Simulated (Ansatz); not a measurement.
Se: the change of pressure with volume per atom

Results calculated with Ansatz 0.2.0, not measured. Periodic Kohn-Sham DFT of a crystal at fixed atoms; pressure and stress are positive in compression; the energy is the free energy less that of spherical unpolarised free atoms; site moments are those in the method's own spheres, positive along +z.

Cell of the first row (space group Pm-3m, No. 221):
```
Se
1.0
      2.7629     0.0000     0.0000
      0.0000     2.7629     0.0000
      0.0000     0.0000     2.7629
Se
1
Direct
  0.00000 0.00000 0.00000
```

Settings of every row: method frozen-core PAW; functional PBEsol; relativity scalar; k mesh 12x12x12; filling fermi-dirac; smearing width 0.03 eV; wave cutoff 420 eV; paw set soft_2.

Atom start moment: 0 on all atoms.

Limits: PAW files made with PBE; the cell comes from a prototype or a list of computed structures and needn't be the stable phase.

```csv
row,volume per atom (Å³),pressure (GPa)
1,21.091,2.33
2,21.646,?
3,22.201,-1.927
4,22.756,-3.644
5,23.311,-5.129
```

Question: what pressure should row 2 give?

Worked fit of pressure. Take u = (V_r/V)^(2/3) − 1 with V_r = 22.479 Å³ an atom, which is twice the finite (Eulerian) strain; such expansions in the strain, on which the Birch-Murnaghan equation of state is built, carry the rest volume and the bulk modulus. The shown rows have u = 0.04341, 0.00833, -0.00813, -0.02394. Least squares give pressure = −2.8183 + 104.356 × u + 328 × u² GPa; a straight line predicts inner rows, each left out in turn, worse (root mean square 0.23 against 0.0021 GPa). The rows lie off it by 0.000, -0.001, 0.001, 0.000. The pressure vanishes at u = 0.0250, or V = 21.66 Å³ an atom, and there the bulk modulus at fixed shape and fractions is B = −V dP/dV = (2/3)(1 + u) dP/du = 82.5 GPa. The withheld row has u = 0.02549, so the fit gives −2.8183 + 104.356 × (0.02549) + 328 × (0.02549)² = 0.055 GPa.

The calculation gave 0.051 GPa. The fit lies 0.004 GPa (7.8 % of the value, 0.054 % of the column's range) above it; its largest miss of a shown row is 0.001 GPa.
